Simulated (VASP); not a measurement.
# Au (P6_3/mmc) in VASP: settings compared, part 2 of 2

VASP 6.6.1. Earlier steps stand in the parts before.

## Step 5: Equation of state, PBE, 18.13 Å³/atom (volume scaled by 1.02)

Input file INCAR:

```
PREC     = Accurate       # precision mode
ENCUT    = 520            # plane-wave cutoff, eV
EDIFF    = 1E-7           # SCF threshold, eV
ISMEAR   = -1             # smearing method
SIGMA    = 0.05           # smearing width, eV
LREAL    = F              # projectors in reciprocal space
LASPH    = T              # aspherical terms in the spheres
NELM     = 100            # most SCF steps
ALGO     = Normal         # electronic algorithm
ISIF     = 2              # what is computed and relaxed
LWAVE    = F              # write WAVECAR
LCHARG   = F              # write CHGCAR
GGA      = PE             # functional
NBANDS   = 18             # bands
```

Input file KPOINTS:

```
regular mesh
0
Gamma
  11 11 6
```

Input file POSCAR:

```
Au
1.0
    2.9192058577      0.0000000000      0.0000000000
   -1.4596029289      2.5281064317      0.0000000000
    0.0000000000      0.0000000000      4.9123188227
Au
2
Direct
    0.6666666667      0.3333333333      0.2500000000
    0.3333333333      0.6666666667      0.7500000000
```

The run is started by

```
$ cat potpaw_PBE.64/Au/POTCAR > POTCAR
$ mpirun -np 1 vasp_std > vasp.out
```

Wall time 18 s (1 thread of Intel Xeon 6975P-C (Granite Rapids), shared host); peak memory 0.17 GiB.

Results (log left out):

```yaml
Free_energy: -6.4342 eV
Pressure: -1.2 GPa
Band_gap_on_the_k_mesh: none (metal or under the smearing width)
```

## Step 6: Equation of state, PBE, 18.48 Å³/atom (volume scaled by 1.04)

Input file INCAR:

```
SYSTEM = Au
PREC = Accurate
ENCUT = 520
EDIFF = 1E-7
ISMEAR = -1
SIGMA = 0.05
LREAL = .FALSE.
LASPH = .TRUE.
NELM = 100
ALGO = Normal
ISIF = 2
LWAVE = .FALSE.
LCHARG = .FALSE.
GGA = PE
NBANDS = 18
```

Input file KPOINTS:

```
Automatic mesh
0
G
  11 11 6
  0 0 0
```

Input file POSCAR:

```
Au
1.0
    2.9381622711      0.0000000000      0.0000000000
   -1.4690811355      2.5445231672      0.0000000000
    0.0000000000      0.0000000000      4.9442178906
Au
2
Direct
    0.6666666667      0.3333333333      0.2500000000
    0.3333333333      0.6666666667      0.7500000000
```

Potentials or basis: VASP PAW PBE potentials, release 64 (Au).

The run is started by

```
$ cat potpaw_PBE.64/Au/POTCAR > POTCAR
$ mpirun -np 1 vasp_std > vasp.out
```

Run time: 27 s. Hardware: 1 thread of Intel Xeon 6975P-C (Granite Rapids), shared host; peak memory 0.17 GiB.

Results (log left out):

```
Free energy            : -6.4241 eV
Pressure               : -3.6 GPa
Band gap on the k mesh : none (metal or under the smearing width)
```

## Step 7: Equation of state, PBE, 18.84 Å³/atom (volume scaled by 1.06)

Input file INCAR:

```
SYSTEM = Au
  PREC = Accurate
  ENCUT = 520
  EDIFF = 1E-7
  ISMEAR = -1
  SIGMA = 0.05
  LREAL = .False.
  LASPH = .True.
  NELM = 80
  ALGO = Normal
  ISIF = 2
  LWAVE = .False.
  LCHARG = .False.
  GGA = PE
  NBANDS = 18
```

Input file KPOINTS:

```
Automatic mesh
0
Gamma
  11 11 6
  0 0 0
```

Input file POSCAR:

```
Au
1.0
    2.9568771850      0.0000000000      0.0000000000
   -1.4784385925      2.5607307581      0.0000000000
    0.0000000000      0.0000000000      4.9757105734
Au
2
Direct
    0.6666666667      0.3333333333      0.2500000000
    0.3333333333      0.6666666667      0.7500000000
```

The run is started by

```
$ cat potpaw_PBE.64/Au/POTCAR > POTCAR
$ mpirun -np 1 vasp_std > vasp.out
```

Run time: 18 s. Hardware: 1 thread of Intel Xeon 6975P-C (Granite Rapids), shared host; peak memory 0.17 GiB.

It converged, with:

```
Free energy            : -6.4039 eV
Pressure               : -5.7 GPa
Band gap on the k mesh : none (metal or under the smearing width)
```

## Step 8: Equation of state, PBE

Potentials or basis: VASP PAW PBE potentials, release 64 (Au).

This step only gathers the single runs of the series.

What came out:

```
Equilibrium volume                        : 17.99 Å³/atom
Bulk modulus at fixed shape and positions : 138 GPa
Pressure derivative of the bulk modulus   : 5.7
```

Energy against volume, from the lowest point:
| volume (Å³/atom) | energy (meV/atom) |
| --- | --- |
| 16.705 | 46.27 |
| 17.060 | 22.86 |
| 17.416 | 8.04 |
| 17.771 | 0.71 |
| 18.127 | 0.00 |
| 18.482 | 5.05 |
| 18.837 | 15.14 |

Caveat: the cell was scaled at fixed shape and fractional positions, which overstates the stiffness of a crystal with free parameters, most of all of layers and chains. Spin-orbit coupling is left out, which matters for the levels of Au.

## Step 9: Equation of state, PBEsol, 16.70 Å³/atom (volume scaled by 0.94)

Input file INCAR:

```
PREC     = Accurate       # precision mode
ENCUT    = 520            # plane-wave cutoff, eV
EDIFF    = 1E-7           # SCF threshold, eV
ISMEAR   = -1             # smearing method
SIGMA    = 0.05           # smearing width, eV
LREAL    = F              # projectors in reciprocal space
LASPH    = T              # aspherical terms in the spheres
NELM     = 80             # most SCF steps
ALGO     = Normal         # electronic algorithm
ISIF     = 2              # what is computed and relaxed
LWAVE    = F              # write WAVECAR
LCHARG   = F              # write CHGCAR
GGA      = PS             # functional
NBANDS   = 18             # bands
```

Input file KPOINTS:

```
regular mesh
0
Gamma
  11 11 6
```

Input file POSCAR:

```
Au
1.0
    2.8407997153      0.0000000000      0.0000000000
   -1.4203998576      2.4602047205      0.0000000000
    0.0000000000      0.0000000000      4.7803802105
Au
2
Direct
    0.6666666667      0.3333333333      0.2500000000
    0.3333333333      0.6666666667      0.7500000000
```

Potentials or basis: VASP PAW PBE potentials, release 64 (Au).

The run is started by

```
$ cat potpaw_PBE.64/Au/POTCAR > POTCAR
$ mpirun -np 1 vasp_std > vasp.out
```

Run time: 18 s. Hardware: 1 thread of Intel Xeon Platinum 8488C (Sapphire Rapids), shared host; peak memory 0.17 GiB.

Results (log left out):

* Free energy: -7.8329 eV
* Pressure: 3.2 GPa
* Band gap on the k mesh: none (metal or under the smearing width)

Caveat: the PAW data sets were made with another functional, which shifts forces and pressure a little.

## Step 10: Equation of state, PBEsol, 17.06 Å³/atom (volume scaled by 0.96)

INCAR is that of step 9.

KPOINTS is that of step 9.

Input file POSCAR:

```
Au
1.0
    2.8608060062      0.0000000000      0.0000000000
   -1.4304030031      2.4775306767      0.0000000000
    0.0000000000      0.0000000000      4.8140459691
Au
2
Direct
    0.6666666667      0.3333333333      0.2500000000
    0.3333333333      0.6666666667      0.7500000000
```

The run is started by

```
$ cat potpaw_PBE.64/Au/POTCAR > POTCAR
$ mpirun -np 1 vasp_std > vasp.out
```

Run time: 19 s. Hardware: 1 thread of Intel Xeon Platinum 8488C (Sapphire Rapids), shared host; peak memory 0.17 GiB.

It converged, with:

- Free energy: -7.8393 eV
- Pressure: -0.5 GPa
- Band gap on the k mesh: none (metal or under the smearing width)

Caveat: the PAW data sets were made with another functional, which shifts forces and pressure a little.

## Step 11: Equation of state, PBEsol, 17.42 Å³/atom (volume scaled by 0.98)

INCAR is that of step 10.

KPOINTS is that of step 10.

Input file POSCAR:

```
Au
1.0
    2.8805363263      0.0000000000      0.0000000000
   -1.4402681631      2.4946176351      0.0000000000
    0.0000000000      0.0000000000      4.8472473353
Au
2
Direct
    0.6666666667      0.3333333333      0.2500000000
    0.3333333333      0.6666666667      0.7500000000
```

The run is started by

```
$ cat potpaw_PBE.64/Au/POTCAR > POTCAR
$ mpirun -np 1 vasp_std > vasp.out
```

Wall time 19 s (1 thread of Intel Xeon Platinum 8488C (Sapphire Rapids), shared host); peak memory 0.17 GiB.

The run converged. Its results:

```
Free energy            : -7.8299 eV
Pressure               : -3.8 GPa
Band gap on the k mesh : none (metal or under the smearing width)
```

Caveat: the PAW data sets were made with another functional, which shifts forces and pressure a little.

## Step 12: Equation of state, PBEsol, 18.13 Å³/atom (volume scaled by 1.02)

INCAR is that of step 11.

KPOINTS is that of step 11.

Input file POSCAR:

```
Au
1.0
    2.9192058577      0.0000000000      0.0000000000
   -1.4596029289      2.5281064317      0.0000000000
    0.0000000000      0.0000000000      4.9123188227
Au
2
Direct
    0.6666666667      0.3333333333      0.2500000000
    0.3333333333      0.6666666667      0.7500000000
```

Potentials or basis: VASP PAW PBE potentials, release 64 (Au).

The run is started by

```
$ cat potpaw_PBE.64/Au/POTCAR > POTCAR
$ mpirun -np 1 vasp_std > vasp.out
```

It took 20 s on 1 thread of Intel Xeon Platinum 8488C (Sapphire Rapids), shared host; peak memory 0.17 GiB.

It converged, with:

- Free energy: -7.7723 eV
- Pressure: -9.2 GPa
- Band gap on the k mesh: none (metal or under the smearing width)

Caveat: the PAW data sets were made with another functional, which shifts forces and pressure a little.

## Step 13: Equation of state, PBEsol, 18.48 Å³/atom (volume scaled by 1.04)

INCAR is that of step 12.

KPOINTS is that of step 12.

Input file POSCAR:

```
Au
1.0
    2.9381622711      0.0000000000      0.0000000000
   -1.4690811355      2.5445231672      0.0000000000
    0.0000000000      0.0000000000      4.9442178906
Au
2
Direct
    0.6666666667      0.3333333333      0.2500000000
    0.3333333333      0.6666666667      0.7500000000
```

The run is started by

```
$ cat potpaw_PBE.64/Au/POTCAR > POTCAR
$ mpirun -np 1 vasp_std > vasp.out
```

Wall time 20 s (1 thread of Intel Xeon Platinum 8488C (Sapphire Rapids), shared host); peak memory 0.17 GiB.

The run converged. Its results:

```
Free energy            : -7.7273 eV
Pressure               : -11.3 GPa
Band gap on the k mesh : none (metal or under the smearing width)
```

Caveat: the PAW data sets were made with another functional, which shifts forces and pressure a little.

## Step 14: Equation of state, PBEsol, 18.84 Å³/atom (volume scaled by 1.06)

INCAR is that of step 13.

KPOINTS is that of step 13.

Input file POSCAR:

```
Au
1.0
    2.9568771850      0.0000000000      0.0000000000
   -1.4784385925      2.5607307581      0.0000000000
    0.0000000000      0.0000000000      4.9757105734
Au
2
Direct
    0.6666666667      0.3333333333      0.2500000000
    0.3333333333      0.6666666667      0.7500000000
```

The run is started by

```
$ cat potpaw_PBE.64/Au/POTCAR > POTCAR
$ mpirun -np 1 vasp_std > vasp.out
```

Run time: 20 s. Hardware: 1 thread of Intel Xeon Platinum 8488C (Sapphire Rapids), shared host; peak memory 0.17 GiB.

The run converged. Its results:

```yaml
Free_energy: -7.6734 eV
Pressure: -13.2 GPa
Band_gap_on_the_k_mesh: none (metal or under the smearing width)
```

Caveat: the PAW data sets were made with another functional, which shifts forces and pressure a little.

## Step 15: Equation of state, PBEsol

Potentials or basis: VASP PAW PBE potentials, release 64 (Au).

This step only gathers the single runs of the series.

What came out:

- Equilibrium volume: 17.02 Å³/atom
- Bulk modulus at fixed shape and positions: 171 GPa
- Pressure derivative of the bulk modulus: 5.7

Energy against volume, from the lowest point:
```
volume (Å³/atom)  energy (meV/atom)
          16.705               3.19
          17.060               0.00
          17.416               4.66
          17.771              16.10
          18.127              33.47
          18.482              55.98
          18.837              82.92
```

Caveat: the cell was scaled at fixed shape and fractional positions, which overstates the stiffness of a crystal with free parameters, most of all of layers and chains; the PAW data sets were made with another functional, which shifts forces and pressure a little. Spin-orbit coupling is left out, which matters for the levels of Au.
